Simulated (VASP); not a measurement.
# AlN: lattice, stiffness and zone-centre modes, part 2 of 2

What lattice, stiffness and vibrations does AlN have at one level of theory? The starting structure is a computed structure from the Materials Project. All runs use LDA.

VASP 6.6.1.

So far. Step 3 (Elastic constants): The elastic tensor has C11 = 302.0, C12 = 167.4, C44 = 188.3 GPa; its Hill averages are a bulk modulus of 212.3 and a shear modulus of 124.7 GPa. Step 4 (Modes of the relaxed cell): The zone-centre modes at 10.264 Å³ an atom are T2 667.7 cm⁻¹.

## Step 5: Modes at 0.97 of that volume

Level of this step: LDA; plane waves and PAW (Al, N) (VASP).

Shape and positions were first relaxed at this volume, in a run that isn't shown.

The input, INCAR:

```
SYSTEM = AlN
PREC = Accurate
ENCUT = 560
EDIFF = 1E-08
NELM = 100
ISMEAR = 0
SIGMA = 0.03
LREAL = .FALSE.
ALGO = Normal
GGA = CA
NBANDS = 10
LORBIT = 11
LWAVE = .FALSE.
LCHARG = .FALSE.
KPAR = 4
IBRION = 8
LEPSILON = .TRUE.
LPEAD = .TRUE.
ISIF = 2
```

The input, POSCAR:

```
AlN
1.0
    0.0000000000      2.1512629663      2.1512629663
    2.1512629663      0.0000000000      2.1512629663
    2.1512629663      2.1512629663      0.0000000000
Al N
1 1
Direct
    0.0000000000      0.0000000000      0.0000000000
    0.2500000000      0.2500000000      0.2500000000
```

The input, KPOINTS:

```
Automatic mesh
0
Gamma
16 16 16
0 0 0
```

Potentials, in the order of the species: Al and N (LDA family, release 64).

Run with:

```console
mpirun -np 4 vasp_std
```

What it wrote:

```text
[... set-up lines as in an earlier step ...]
 entering main loop
       N       E                     dE             d eps       ncg     rms          rms(c)
DAV:   1     0.949141171035E+01    0.94914E+01   -0.42461E+03  2988   0.721E+02
DAV:   2    -0.181967349208E+02   -0.27688E+02   -0.26691E+02  3480   0.136E+02
DAV:   3    -0.189893039732E+02   -0.79257E+00   -0.79141E+00  3436   0.220E+01
DAV:   4    -0.189926615128E+02   -0.33575E-02   -0.33574E-02  3304   0.171E+00
[...]
DAV:  10    -0.163622277615E+02   -0.20614E-04   -0.47895E-05  3162   0.520E-02    0.395E-02
DAV:  11    -0.163622268397E+02    0.92183E-06   -0.11657E-06  3246   0.753E-03    0.691E-03
DAV:  12    -0.163622268434E+02   -0.36728E-08   -0.36999E-08  3278   0.156E-03
   1 F= -.16362227E+02 E0= -.16362227E+02  d E =-.139983E-22
 Linear response reoptimize wavefunctions to high precision
DAV:   1    -0.163622268396E+02    0.37752E-08   -0.14485E-08  3244   0.799E-04
DAV:   2    -0.163622268396E+02   -0.11028E-10   -0.75216E-11  1660   0.911E-05
 Linear response to external field (no local field effect), progress :
[...]
RMM:   9    -0.548109199885E-02    0.79264E-08   -0.38405E-09 21602   0.956E-06    0.668E-07
 first order change of Fermi-energy  -0.10458E-01
 force on displaced ion       1 direction 1 : -16.489   0.000   0.000
 Born effective charge ion    1 direction 1 :   2.526   0.000   0.000
 Linear response progress:
  Degree of freedom:   2/  2
       N       E                     dE             d eps       ncg     rms          rms(c)
RMM:   1    -0.232684855402E+00   -0.23268E+00    0.19989E-01 23795   0.325E+00
RMM:   2    -0.232813209653E+00   -0.12835E-03   -0.20589E-03 19339   0.390E-01    0.188E-01
RMM:   3    -0.233628770220E+00   -0.81556E-03   -0.73176E-04 18193   0.185E-01    0.923E-02
RMM:   4    -0.235483288185E+00   -0.18545E-02   -0.63955E-04 18291   0.169E-01    0.216E-02
[...]
RMM:   9    -0.235520892760E+00    0.12511E-07   -0.43017E-09 22075   0.332E-05    0.251E-06
RMM:  10    -0.235520934967E+00   -0.42207E-07   -0.39085E-09 21447   0.149E-05    0.106E-06
RMM:  11    -0.235520932067E+00    0.29004E-08   -0.46068E-09 16702   0.128E-05    0.746E-08
 first order change of Fermi-energy   0.54310E-02
 force on displaced ion       2 direction 1 : -16.483   0.000   0.000
 Born effective charge ion    2 direction 1 :  -2.526   0.000   0.000
 Born effective charges drift removed
 Linear response finished
```

Wall time 70 s (4 MPI ranks of Intel Xeon 6975P-C (Granite Rapids), shared host); peak memory 2.2 GiB.

OUTCAR, selected parts (step 5):

```text
  Total        0.8516096      0.8516096      0.8516096     -0.0000000      0.0000000     -0.0000000
  in kB       68.5236692     68.5236692     68.5236692     -0.0000000      0.0000000     -0.0000000
  external PRESSURE =      68.5236692 kB  Pullay stress =       0.0000000 kB

 POSITION                                       TOTAL-FORCE (eV/Angst)
 -----------------------------------------------------------------------------------
      0.00000      0.00000      0.00000        -0.000000     -0.000000     -0.000000
      1.07563      1.07563      1.07563         0.000000      0.000000      0.000000
 -----------------------------------------------------------------------------------
    total drift:                               -0.000000     -0.000000     -0.000000

 MACROSCOPIC STATIC DIELECTRIC TENSOR (including local field effects in DFT)
 ------------------------------------------------------
           4.495461    -0.000000    -0.000000
           0.000000     4.495461    -0.000000
           0.000000     0.000000     4.495461
 ------------------------------------------------------

 MACROSCOPIC STATIC DIELECTRIC TENSOR IONIC CONTRIBUTION
 ------------------------------------------------------
           3.517603    -0.000000     0.000000
          -0.000000     3.517603    -0.000000
           0.000000    -0.000000     3.517603
 ------------------------------------------------------

[... 1 part as in an earlier step ...]

[... 1 further part left out ...]
```

The zone-centre modes at 9.956 Å³ an atom are T2 697.4 cm⁻¹.

## Step 6: Modes at 1.03 of that volume

Shape and positions were first relaxed at this volume, in a run that isn't shown.

INCAR is that of step 5.

The input, POSCAR:

```
AlN
1.0
    0.0000000000      2.1947345365      2.1947345365
    2.1947345365      0.0000000000      2.1947345365
    2.1947345365      2.1947345365      0.0000000000
Al N
1 1
Direct
    0.0000000000      0.0000000000      0.0000000000
    0.2500000000      0.2500000000      0.2500000000
```

KPOINTS is that of step 5.

Run with:

```console
mpirun -np 4 vasp_std
```

What it wrote:

```text
[... set-up lines as in an earlier step ...]
 entering main loop
       N       E                     dE             d eps       ncg     rms          rms(c)
DAV:   1     0.999116866154E+01    0.99912E+01   -0.41090E+03  3004   0.713E+02
DAV:   2    -0.180301363913E+02   -0.28021E+02   -0.26448E+02  3518   0.133E+02
DAV:   3    -0.188575573753E+02   -0.82742E+00   -0.82641E+00  3416   0.223E+01
DAV:   4    -0.188611402605E+02   -0.35829E-02   -0.35827E-02  3272   0.174E+00
[...]
DAV:  11    -0.163643398528E+02    0.15876E-05   -0.13925E-06  3274   0.980E-03    0.915E-03
DAV:  12    -0.163643398383E+02    0.14512E-07   -0.41511E-08  3342   0.172E-03    0.125E-03
DAV:  13    -0.163643398349E+02    0.33986E-08   -0.18843E-08  1890   0.913E-04
   1 F= -.16364340E+02 E0= -.16364340E+02  d E =-.176929E-20
 Linear response reoptimize wavefunctions to high precision
DAV:   1    -0.163643398357E+02   -0.77637E-09   -0.33745E-10  1988   0.190E-04
DAV:   2    -0.163643398357E+02   -0.19213E-10   -0.19078E-11  1608   0.425E-05
 Linear response to external field (no local field effect), progress :
[...]
force on displaced ion       1 direction 1 : -13.863   0.000   0.000
 Born effective charge ion    1 direction 1 :   2.535   0.000   0.000
 Linear response progress:
  Degree of freedom:   2/  2
       N       E                     dE             d eps       ncg     rms          rms(c)
RMM:   1    -0.231377211769E+00   -0.23138E+00    0.19826E-01 23869   0.325E+00
RMM:   2    -0.231420901802E+00   -0.43690E-04   -0.20453E-03 19381   0.385E-01    0.174E-01
RMM:   3    -0.232246008190E+00   -0.82511E-03   -0.64424E-04 18256   0.172E-01    0.867E-02
RMM:   4    -0.233980819377E+00   -0.17348E-02   -0.58654E-04 18526   0.158E-01    0.210E-02
RMM:   5    -0.233983983195E+00   -0.31638E-05   -0.15731E-05 20684   0.303E-02    0.203E-03
RMM:   6    -0.233999670154E+00   -0.15687E-04   -0.11099E-07 21156   0.283E-03    0.887E-04
RMM:   7    -0.233999630835E+00    0.39319E-07    0.91948E-09 20970   0.628E-04    0.545E-05
RMM:   8    -0.233998618090E+00    0.10127E-05   -0.17033E-10 21268   0.942E-05    0.256E-05
RMM:   9    -0.233998608859E+00    0.92312E-08   -0.97472E-10 21969   0.335E-05    0.234E-06
 first order change of Fermi-energy   0.76632E-04
 force on displaced ion       2 direction 1 : -13.869  -0.000  -0.000
 Born effective charge ion    2 direction 1 :  -2.535   0.000   0.000
 Born effective charges drift removed
 Linear response finished
```

Wall time 74 s (4 MPI ranks); peak memory 2.3 GiB.

Parts of OUTCAR (step 6):

```text
  Total       -0.7752044     -0.7752044     -0.7752044      0.0000000      0.0000000      0.0000000
  in kB      -58.7422830    -58.7422830    -58.7422830      0.0000000      0.0000000      0.0000000
  external PRESSURE =     -58.7422830 kB  Pullay stress =       0.0000000 kB

 POSITION                                       TOTAL-FORCE (eV/Angst)
 -----------------------------------------------------------------------------------
      0.00000      0.00000      0.00000        -0.000000      0.000000     -0.000000
      1.09737      1.09737      1.09737         0.000000     -0.000000      0.000000
 -----------------------------------------------------------------------------------
    total drift:                               -0.000000     -0.000000     -0.000000

 MACROSCOPIC STATIC DIELECTRIC TENSOR (including local field effects in DFT)
 ------------------------------------------------------
           4.595611     0.000000     0.000000
           0.000000     4.595611    -0.000000
           0.000000     0.000000     4.595611
 ------------------------------------------------------

 MACROSCOPIC STATIC DIELECTRIC TENSOR IONIC CONTRIBUTION
 ------------------------------------------------------
           3.964528    -0.000000     0.000000
          -0.000000     3.964528     0.000000
           0.000000     0.000000     3.964528
 ------------------------------------------------------

[... 1 part as in an earlier step ...]

[... 1 further part left out ...]
```

The zone-centre modes at 10.572 Å³ an atom are T2 639.6 cm⁻¹.

## Step 7: All runs side by side

```tsv
run	volume (Å³/atom)	T2	core minutes
relaxation	10.264	-	0.08
elastic constants	10.264	-	4.67
modes of the relaxed cell	10.264	667.7	4.13
modes at 0.97 of that volume	9.956	697.4	4.67
modes at 1.03 of that volume	10.572	639.6	4.93
```

Modes are in cm⁻¹, degenerate ones as one, matched by symmetry and order. A number in brackets counts the listed modes of one symmetry from the lowest. The symmetry labels come from an automatic analysis and can be wrong where levels nearly coincide. Core minutes are wall time times ranks of the run shown, on a shared host.

## Step 8: What came out

```json
{"relaxed volume": "10.26 Å³/atom", "bulk modulus from two volumes": "212 GPa", "Hill shear modulus": "125 GPa", "mode T2": "667.7 cm⁻¹", "Grüneisen parameter of T2": "1.44"}
```

At the LDA level AlN relaxes to 10.26 Å³ an atom. The bulk modulus is 211.7 GPa from the pressures at two volumes and 212.3 GPa as the Hill average of the elastic tensor, so the two routes agree. The mode Grüneisen parameters, from the cells at 0.97 and 1.03 of the volume, come to 1.44 (T2). The dielectric constants and Born charges in the logs aren't compared here; at a small gap they can be far off, and in a run without a gap they mean nothing. The frequencies are harmonic, and the splitting of polar modes by their long-range field is left out. All values are for a static lattice. Further runs on this material are not shown.

[Lines on the potential files, build, host, timing and source positions are cut from VASP's logs without a mark.]

[Logs are printed without paths, hosts, clocks, repeated set-up lines and the standing remarks that a program may print on its own settings, such as how far it seeks lower states.]

[Hosts, paths, dates, database ids (printed as entryN), source tags and the programs' standing remarks are cut or masked in the printed files.]
